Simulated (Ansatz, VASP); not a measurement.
## Two plane-wave programs on ZnSe

The input INCAR:

```
PREC = Accurate
ENCUT = 520
EDIFF = 1E-7
ISMEAR = 0
SIGMA = 0.05
LREAL = False
LASPH = True
NELM = 100
ALGO = Normal
ISIF = 2
LWAVE = False
LCHARG = False
GGA = PE
NBANDS = 16
```

KPOINTS

```
regular mesh
0
Gamma
  8 8 8
```

POSCAR

```
ZnSe
1.0
    0.0000000000      2.7512833347      2.6366465291
    2.7512833347      0.0000000000      2.6366465291
    2.7512833347      2.7512833347      0.0000000000
Zn Se
1 1
Direct
    0.0000000000      0.0000000000      0.0000000000
    0.7500000000      0.7500000000      0.7500000000
```

Input for Ansatz:

```yaml
crystal:
  lattice:
    - [0.0, 2.7512833347, 2.6366465291]
    - [2.7512833347, 0.0, 2.6366465291]
    - [2.7512833347, 2.7512833347, 0.0]
  atoms:
    - { symbol: Zn, position: [0.0, 0.0, 0.0] }
    - { symbol: Se, position: [0.75, 0.75, 0.75] }
basis:
  ecutwfc: 420
kpoints:
  mp_grid: { grid: [8, 8, 8] }
hamiltonian:
  xc: pbe
scf:
  occupations: { method: gaussian, width: 0.05 }
output:
  forces: true
  stress: true
  eigenvalues: true
```

Change from the starting cell: strain -0.040 along x and y, -0.080 along z, atoms carried along.

Alike in both runs: task single point; functional PBE; k mesh 8 × 8 × 8; occupations gaussian, width 0.05 eV; no spin polarisation.

|  | VASP | Ansatz |
| --- | --- | --- |
| version | VASP 6.6.1 | Ansatz 0.2.0 |
| potentials or method | VASP PAW PBE potentials, release 64 (Zn, Se) | scalar-relativistic, plane waves, PAW |
| plane-wave cutoff (eV) | 520 | 420 |
| valence electrons in the cell | 18 | 28 |

|  | VASP | Ansatz | Ansatz less VASP |
| --- | --- | --- | --- |
| gap on the k mesh at the Fermi level (eV) | 1.74 | 1.73 | -0.009 |
| least direct gap on the mesh (eV) | 1.74 | 1.73 | -0.009 |
| pressure (GPa) | 14.0 | 13.6 | -0.40 |
| largest component of the traceless stress (GPa) | 0.66 | 0.67 | +0.014 |

The functional is the same, so the differences come from potentials, cutoffs and numerics. The two sets of potentials don't hold the same shells in valence.
